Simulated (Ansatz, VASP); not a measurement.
Two plane-wave programs on Ge

INCAR

```
PREC = Accurate
ENCUT = 520
EDIFF = 1E-6
ISMEAR = -1
SIGMA = 0.05
LREAL = False
LASPH = True
NELM = 100
ALGO = Normal
ISIF = 2
LWAVE = False
LCHARG = False
NBANDS = 21
```

File KPOINTS:

```
regular mesh
0
Gamma
  9 9 9
```

POSCAR

```
Ge
1.0
    0.0000000000      2.6973540070      2.6973540070
    2.6973540070      0.0000000000      2.6973540070
    2.6973540070      2.6973540070      0.0000000000
Ge
2
Direct
    0.5000000000      0.5000000000      0.5000000000
    0.7500000000      0.7500000000      0.7500000000
```

Input for Ansatz:

```yaml
crystal:
  lattice:
    - [0.0, 2.6973540079, 2.6973540079]
    - [2.6973540079, 0.0, 2.6973540079]
    - [2.6973540079, 2.6973540079, 0.0]
  atoms:
    - { symbol: Ge, position: [0.5, 0.5, 0.5] }
    - { symbol: Ge, position: [0.75, 0.75, 0.75] }
hamiltonian:
  xc: lda
  pseudopotentials:
    kind: paw
    azcp:
      Ge: "pseudopotentials/Ge.paw.azcp"
basis:
  ecutwfc: 420
  fft_grid_basis: typed
kpoints:
  mp_grid: { grid: [9, 9, 9], shift: [0, 0, 0] }
magnetization:
  spin_polarized: false
scf:
  occupations: { method: fermi_dirac, width: 0.05 }
output:
  stress: true
```

Alike in both runs: task single point; functional LDA; k mesh 9 × 9 × 9; occupations fermi-dirac, width 0.05 eV; no spin polarisation.

```csv
,VASP,Ansatz
version,VASP 6.6.1,Ansatz 0.2.0
potentials or method,"VASP PAW LDA potentials, release 64 (Ge_d)","plane waves (420 eV) with PAW, scalar-relativistic"
plane-wave cutoff (eV),520,420
valence electrons in the cell,28,28
```

```tsv
	VASP	Ansatz	Ansatz less VASP
pressure (GPa)	12.2	11.9	-0.32
```

Ansatz warned: «pseudo_functional_mismatch».
